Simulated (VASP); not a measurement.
# CaF2 (Fm-3m) in VASP: electric field gradients with r2SCAN

Aim: the electric field gradients of CaF2 with r2SCAN.

All numbers are computed with VASP 6.6.1; they aren't measurements. Logs are shortened: lines on timing, memory, paths and dates and some standing lists are left out, and cuts for length are marked.

**1. Starting point**

The structure is cubic, space group Fm-3m (No. 225). The conventional cell has a = 5.516 Å, b = 5.516 Å, c = 5.516 Å, α = 90.00°, β = 90.00°, γ = 90.00°. Ca (site symmetry m-3m) has 8 F at 2.39 Å as nearest neighbours. F (site symmetry -43m) has 4 Ca at 2.39 Å as nearest neighbours.

The cell comes from a database or a generator and needn't be the stable form of this composition.

**2. Electric field gradients, r2SCAN**

File POSCAR:

```
CaF2
1.0
    0.0000000000      2.7580259682      2.7580259682
    2.7580259682      0.0000000000      2.7580259682
    2.7580259682      2.7580259682      0.0000000000
Ca F
1 2
Direct
    0.0000000000      0.0000000000      0.0000000000
    0.7500000000      0.7500000000      0.7500000000
    0.2500000000      0.2500000000      0.2500000000
```

File INCAR.step1:

```
SYSTEM = CaF2
PREC = Accurate
ENCUT = 520
ISMEAR = -1
SIGMA = 0.03
LREAL = .False.
LASPH = .True.
NELM = 80
NBANDS = 19
GGA = PE
ALGO = Normal
EDIFF = 1E-4
LWAVE = .True.
LCHARG = .False.
```

File INCAR.step2:

```
SYSTEM = CaF2
PREC = Accurate
ENCUT = 520
EDIFF = 1E-8
ISMEAR = -1
SIGMA = 0.03
LREAL = .False.
LASPH = .True.
NELM = 80
ALGO = Normal
ISIF = 2
LWAVE = .False.
LCHARG = .False.
METAGGA = R2SCAN
LMIXTAU = .True.
LEFG = .True.
NBANDS = 19
ISTART = 1
```

File KPOINTS:

```
Automatic mesh
0
Gamma
  9 9 9
  0 0 0
```

Potentials or basis: VASP PAW PBE potentials, release 64 (Ca_sv, F).

Run with:

```bash
> cat potpaw_PBE.64/Ca_sv/POTCAR potpaw_PBE.64/F/POTCAR > POTCAR
> cp INCAR.step1 INCAR
> mpirun -np 1 vasp_std > vasp.out
> cp INCAR.step2 INCAR
> mpirun -np 1 vasp_std > vasp.out
```

OUTCAR:

```text
SYSTEM = CaF2
   PREC = Accurate
   ENCUT = 520
   EDIFF = 1E-8
   ISMEAR = -1
   LREAL = .False.
   LASPH = .True.
   NELM = 80
   ISIF = 2
   METAGGA = R2SCAN
   ISTART = 1

 ion  position               nearest neighbor table
   1  0.000  0.000  0.000-   2 2.39   2 2.39   2 2.39   2 2.39   3 2.39   3 2.39   3 2.39   3 2.39

   2  0.750  0.750  0.750-   1 2.39   1 2.39   1 2.39   1 2.39
   3  0.250  0.250  0.250-   1 2.39   1 2.39   1 2.39   1 2.39

  LATTYP: Found a face centered cubic cell.
 ALAT       =     5.5160519364

  Lattice vectors:

 A1 = (   0.0000000000,   2.7580259682,   2.7580259682)
 A2 = (   2.7580259682,   0.0000000000,   2.7580259682)
 A3 = (   2.7580259682,   2.7580259682,   0.0000000000)

Analysis of symmetry for initial positions (statically):
=====================================================================
 Subroutine PRICEL returns:
 Original cell was already a primitive cell.

 Routine SETGRP: Setting up the symmetry group for a
 face centered cubic supercell.

 Subroutine GETGRP returns: Found 48 space group operations
 (whereof 48 operations were pure point group operations)
 out of a pool of 48 trial point group operations.

The static configuration has the point symmetry O_h .

Analysis of symmetry for dynamics (positions and initial velocities):
=====================================================================
 Subroutine PRICEL returns:
 Original cell was already a primitive cell.

 Routine SETGRP: Setting up the symmetry group for a
 face centered cubic supercell.

 Subroutine GETGRP returns: Found 48 space group operations
 (whereof 48 operations were pure point group operations)
 out of a pool of 48 trial point group operations.

The dynamic configuration has the point symmetry O_h .

 Subroutine INISYM returns: Found 48 space group operations
 (whereof 48 operations are pure point group operations),
 and found     1 'primitive' translations

----------------------------------------------------------------------------------------

                                     Primitive cell

  volume of cell :      41.9590

  direct lattice vectors                    reciprocal lattice vectors
     0.000000000  2.758025968  2.758025968    -0.181289083  0.181289083  0.181289083
     2.758025968  0.000000000  2.758025968     0.181289083 -0.181289083  0.181289083
     2.758025968  2.758025968  0.000000000     0.181289083  0.181289083 -0.181289083

  length of vectors
     3.900437730  3.900437730  3.900437730     0.314001903  0.314001903  0.314001903

  position of ions in fractional coordinates (direct lattice)
     0.000000000  0.000000000  0.000000000
     0.750000000  0.750000000  0.750000000
     0.250000000  0.250000000  0.250000000

  ion indices of the primitive-cell ions
   primitive index   ion index
                 1           1
                 2           2
                 3           3

----------------------------------------------------------------------------------------

 KPOINTS: Automatic mesh

Automatic generation of k-mesh.
 Grid dimensions read from file:
 generate k-points for:    9    9    9

 Generating k-lattice:

  Cartesian coordinates                     Fractional coordinates (reciprocal lattice)
    -0.020143231  0.020143231  0.020143231     0.111111111  0.000000000  0.000000000
     0.020143231 -0.020143231  0.020143231     0.000000000  0.111111111  0.000000000
     0.020143231  0.020143231 -0.020143231     0.000000000  0.000000000  0.111111111

  Length of vectors
     0.034889100  0.034889100  0.034889100

  Shift w.r.t. Gamma in fractional coordinates (k-lattice)
     0.000000000  0.000000000  0.000000000

 Subroutine IBZKPT returns following result:
 ===========================================

 Found     35 irreducible k-points:

 Following reciprocal coordinates:
            Coordinates               Weight
  0.000000  0.000000  0.000000      1.000000
  0.111111  0.000000  0.000000      8.000000
  0.222222  0.000000  0.000000      8.000000
  0.333333  0.000000  0.000000      8.000000
  0.444444  0.000000  0.000000      8.000000
  0.111111  0.111111  0.000000      6.000000
[... 16 lines left out ...]
 -0.333333  0.333333  0.000000     12.000000
  0.444444  0.444444  0.000000      6.000000
 [... further k-points ...]
   k-points           NKPTS =     35   k-points in BZ     NKDIM =     35   number of bands    NBANDS=     19
   number of dos      NEDOS =    301   number of ions     NIONS =      3
   total plane-waves  NPLWV =  27000
   dimension x,y,z NGX =    30 NGY =   30 NGZ =   30
   dimension x,y,z NGXF=    60 NGYF=   60 NGZF=   60
   ions per type =               1   2
   NGX,Y,Z   is equivalent  to a cutoff of  12.79, 12.79, 12.79 a.u.
   NGXF,Y,Z  is equivalent  to a cutoff of  25.57, 25.57, 25.57 a.u.
 SYSTEM =  CaF2
   PREC   = accura    normal or accurate (medium, high low for compatibility)
   ISTART =      1    job   : 0-new  1-cont  2-samecut
   ICHARG =      0    charge: 1-file 2-atom 10-const
   ISPIN  =      1    spin polarized calculation?
   LNONCOLLINEAR =      F non collinear calculations
   LSORBIT =      F    spin-orbit coupling
   LASPH  =      T    aspherical Exc in radial PAW
   ENCUT  =  520.0 eV  38.22 Ry    6.18 a.u.   7.25  7.25  7.25*2*pi/ulx,y,z
   NELM   =     80;   NELMIN=  2; NELMDL=  0     # of ELM steps
   EDIFF  = 0.1E-07   stopping-criterion for ELM
   LREAL  =      F    real-space projection
   EDIFFG = 0.1E-06   stopping-criterion for IOM
   NSW    =      0    number of steps for IOM
   IBRION =     -1    ionic relax: 0-MD 1-quasi-New 2-CG
   NFREE  =      0    steps in history (QN), initial steepest desc. (CG)
   ISIF   =      2    stress and relaxation
   ISYM   =      2    0-nonsym 1-usesym 2-fastsym
   POTIM  = 0.5000    time-step for ionic-motion
   TEBEG  =    0.0;   TEEND  =   0.0 temperature during run
   PSTRESS=    0.0 pullay stress
   NELECT =      24.0000    total number of electrons
   NUPDOWN=      -1.0000    fix difference up-down
   EMIN   =  10.00;   EMAX   =-10.00  energy-range for DOS
   EFERMI =   0.00;   METHOD = LEGACY
   ISMEAR =    -1;   SIGMA  =   0.03  broadening in eV -4-tet -1-fermi 0-gaus
   EFERMI_NEDOS =   21; number of points for ismear=-14 and -15
   IALGO  =     38    algorithm
   IMIX   =      4    mixing-type and parameters
     AMIX     =   0.40;   BMIX     =  1.00
     AMIX_MAG =   1.60;   BMIX_MAG =  1.00
  volume/ion in A,a.u.               =      13.99        94.38
  Fermi-wavevector in a.u.,A,eV,Ry     =   1.358950  2.568044 25.126502  1.846746
  Thomas-Fermi vector in A             =   2.485740
   LORBIT       =      0    0 simple, 1 ext, 2 COOP (PROOUT), +10 PAW based schemes
   METAGGA = R2SCAN    functional components
   LHFCALC =     F    Hartree Fock is set to
   AEXX    =    0.0000 exact exchange contribution
   IVDW    =     0    specifies the selected vdW correction
   LEPSILON=     F    determine dielectric tensor
   LRPA    =     F    only Hartree local field effects (RPA)
 non-spin polarized calculation
  energy-cutoff  :      520.00
  volume of cell :       41.96
 maximum number of plane-waves:      1147
 NGX is ok and might be reduce to    30
   NGX = 15   NGY = 15   NGZ = 15

 number of electron      23.9999997 magnetization

 Free energy of the ion-electron system (eV)
  ---------------------------------------------------
  ext. energy  EPLUGINS =         0.00000000
  ---------------------------------------------------
  free energy    TOTEN  =       -25.93871053 eV

  energy without entropy =      -25.93871053  energy(sigma->0) =      -25.93871053

 E-fermi :  -0.9170     XC(G=0): -10.0872

 val. band max:       -1.7089737473   @ k =  -0.4444   0.4444   0.0000
 cond. band min:       6.0806328366   @ k =   0.0000   0.0000   0.0000
 fundamental gap:      7.7896065839
 Fermi energy:        -0.9169879106

 k-point     1 :       0.0000    0.0000    0.0000
  band No.  band energies     occupation
      1     -39.0911      2.00000
      2     -22.6857      2.00000
      3     -21.9783      2.00000
      4     -19.1532      2.00000
      5     -19.1532      2.00000
      6     -19.1531      2.00000
[... 11 lines left out ...]
     18      10.2284      0.00000
     19      15.8793      0.00000

 k-point     2 :       0.1111    0.0000    0.0000
  band No.  band energies     occupation
      1     -39.0878      2.00000
      2     -22.7057      2.00000
      3     -22.0060      2.00000
      4     -19.1575      2.00000
      5     -19.1574      2.00000
      6     -19.1123      2.00000
[... 11 lines left out ...]
     18      10.1984      0.00000
     19      15.2720      0.00000

 k-point     3 :       0.2222    0.0000    0.0000
  band No.  band energies     occupation
      1     -39.0793      2.00000
      2     -22.7416      2.00000
      3     -22.0934      2.00000
      4     -19.1684      2.00000
      5     -19.1683      2.00000
      6     -19.0038      2.00000
[... 11 lines left out ...]
     18      10.1228      0.00000
     19      14.1349      0.00000

 k-point     4 :       0.3333    0.0000    0.0000
  band No.  band energies     occupation
      1     -39.0697      2.00000
      2     -22.7512      2.00000
      3     -22.2275      2.00000
      4     -19.1806      2.00000
      5     -19.1806      2.00000
      6     -18.8740      2.00000
[... 407 lines left out ...]
     18      12.2200      0.00000
     19      13.7866      0.00000

 k-point    23 :      -0.3333    0.3333    0.0000
  band No.  band energies     occupation
      1     -39.0555      2.00000
      2     -22.6379      2.00000
      3     -22.5568      2.00000
      4     -19.2148      2.00000
      5     -18.9997      2.00000
      6     -18.8538      2.00000
[... 11 lines left out ...]
     18      12.1128      0.00000
     19      14.1715      0.00000

 k-point    24 :       0.4444    0.4444    0.0000
  band No.  band energies     occupation
      1     -39.0543      2.00000
      2     -22.9044      2.00000
      3     -22.2437      2.00000
      4     -19.2412      2.00000
      5     -19.2412      2.00000
      6     -18.6365      2.00000
[... 11 lines left out ...]
     18      11.5712      0.00000
     19      14.3598      0.00000

 [... further k-points ...]

------------------------ aborting loop because EDIFF is reached ----------------------------------------

  FORCE on cell =-STRESS in cart. coord.  units (eV):
  Direction    XX          YY          ZZ          XY          YZ          ZX
  --------------------------------------------------------------------------------------
  -------------------------------------------------------------------------------------
  Total       -0.7800614     -0.7800614     -0.7800614      0.0000000     -0.0000000      0.0000000
  in kB      -29.7861463    -29.7861463    -29.7861463      0.0000000     -0.0000000      0.0000000
  external PRESSURE =     -29.7861463 kB  Pullay stress =       0.0000000 kB

 VOLUME and BASIS-vectors are now :
 -----------------------------------------------------------------------------
  energy-cutoff  :      520.00
  volume of cell :       41.96
      direct lattice vectors                 reciprocal lattice vectors
     0.000000000  2.758025968  2.758025968    -0.181289083  0.181289083  0.181289083
     2.758025968  0.000000000  2.758025968     0.181289083 -0.181289083  0.181289083
     2.758025968  2.758025968  0.000000000     0.181289083  0.181289083 -0.181289083

 POSITION                                       TOTAL-FORCE (eV/Angst)
 -----------------------------------------------------------------------------------
      0.00000      0.00000      0.00000         0.000000     -0.000000      0.000000
      4.13704      4.13704      4.13704        -0.000000     -0.000000     -0.000000
      1.37901      1.37901      1.37901         0.000000      0.000000      0.000000
 -----------------------------------------------------------------------------------
    total drift:                                0.000000     -0.000000      0.000000

  FREE ENERGIE OF THE ION-ELECTRON SYSTEM (eV)
  ---------------------------------------------------
  free  energy   TOTEN  =       -25.9387105287 eV

  energy  without entropy=      -25.9387105287  energy(sigma->0) =      -25.93871053

 Electric field gradients (V/A^2)
---------------------------------------------------------------------
 ion       V_xx      V_yy      V_zz      V_xy      V_xz      V_yz
---------------------------------------------------------------------
   1      -0.000    -0.000    -0.000     0.000     0.000     0.000
   2      -0.000     0.000     0.000     0.000     0.000     0.000
   3       0.000     0.000     0.000     0.000     0.000     0.000
---------------------------------------------------------------------

 Electric field gradients after diagonalization (V/A^2)
 (convention: |V_zz| > |V_xx| > |V_yy|)
----------------------------------------------------------------------
 ion       V_xx      V_yy      V_zz     asymmetry (V_yy - V_xx)/ V_zz
----------------------------------------------------------------------
   1      -0.000    -0.000     0.000       0.000
   2      -0.000    -0.000     0.000       0.000
   3      -0.000    -0.000     0.000       0.000
----------------------------------------------------------------------

           NMR quadrupolar parameters

 Cq : quadrupolar parameter    Cq=e*Q*V_zz/h
 eta: asymmetry parameters     (V_yy - V_xx)/ V_zz
 Q  : nuclear electric quadrupole moment in mb (millibarn)
----------------------------------------------------------------------
 ion       Cq(MHz)       eta       Q (mb)
----------------------------------------------------------------------
   1       0.000       0.000       1.000
   2       0.000       0.000       1.000
   3       0.000       0.000       1.000
----------------------------------------------------------------------
```

It took 2.8 min on 1 thread of Intel Xeon Platinum 8488C (Sapphire Rapids), shared host; peak memory 0.18 GiB.

What came out:

```yaml
Free_energy: -25.9387 eV
Pressure: -3.0 GPa
Band_gap_on_the_k_mesh: 7.79 eV, indirect (least direct gap 8.03 eV)
```

Levels at points of the mesh, in eV from the valence-band top:
```tsv
k point	band 8	band 9	band 10	band 11	band 12	band 13	band 14	band 15	band 16	band 17
(0.00, 0.00, 0.00)	-1.99	-1.99	-0.24	-0.24	-0.24	7.79	9.90	9.90	11.94	11.94
```

Electric field gradients, principal values (V/Å²):
| atom | Vxx | Vyy | Vzz |
| --- | --- | --- | --- |
| 1 Ca | 0.000 | 0.000 | 0.000 |
| 2 F | 0.000 | 0.000 | 0.000 |
| 3 F | 0.000 | 0.000 | 0.000 |

Caveat: the PAW data sets were made with another functional, which shifts forces and pressure a little; an odd mesh through Γ misses points on the zone boundary, where band edges often lie.
